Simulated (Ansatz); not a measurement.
# K2S: the cost of one run

Program: Ansatz 0.2.0. Level of theory: DFT PBEsol, scalar-relativistic, plane waves, PAW. These are calculated values, not measurements.

## (1) The system as given

The structure is cubic, space group Fm-3m (No. 225). The conventional cell has a = 7.391 Å, b = 7.391 Å, c = 7.391 Å, α = 90.00°, β = 90.00°, γ = 90.00°. K (site symmetry -43m) has 4 S at 3.20 Å as nearest neighbours. S (site symmetry m-3m) is surrounded by 8 K at 3.20 Å.

Coordinates:

```cif
data_structure
_symmetry_space_group_name_H-M 'Fm-3m'
_symmetry_Int_Tables_number 225
_cell_length_a 7.3910
_cell_length_b 7.3910
_cell_length_c 7.3910
_cell_angle_alpha 90.000
_cell_angle_beta 90.000
_cell_angle_gamma 90.000
_cell_volume 403.75
loop_
_atom_site_label
_atom_site_type_symbol
_atom_site_symmetry_multiplicity
_atom_site_Wyckoff_symbol
_atom_site_fract_x
_atom_site_fract_y
_atom_site_fract_z
_atom_site_occupancy
K1 K 8 c 0.25000 0.75000 0.75000 1
S1 S 4 a 0.00000 0.00000 0.00000 1
```

The structure comes from the Crystallography Open Database.

(A quick probe on a coarse mesh, which set the mesh and smearing, is not shown.)

## (3) The relaxation

Contents of input.yaml:

```yaml
crystal:
  lattice:
    - [0.0, 3.6955, 3.6955]
    - [3.6955, 0.0, 3.6955]
    - [3.6955, 3.6955, 0.0]
  atoms:
    - { symbol: K, position: [0.25, 0.25, 0.25] }
    - { symbol: K, position: [0.75, 0.75, 0.75] }
    - { symbol: S, position: [0.0, 0.0, 0.0] }
basis:
  ecutwfc: 420
kpoints:
  mp_grid: { grid: [6, 6, 6] }
hamiltonian:
  xc: pbesol
scf:
  occupations: { method: gaussian, width: 0.02 }
output:
  forces: true
  stress: true
  eigenvalues: true
relax:
  adjacent_minimum: "off"
  f_tol: 0.005
  max_steps: 80
  cell: { stress_tol: 0.05 }
```

**Question.** How long does this run take on 1 thread of an x86-64 CPU, shared host, and how much memory does it need?

About 6.4 s, with a peak of 0.48 GiB.
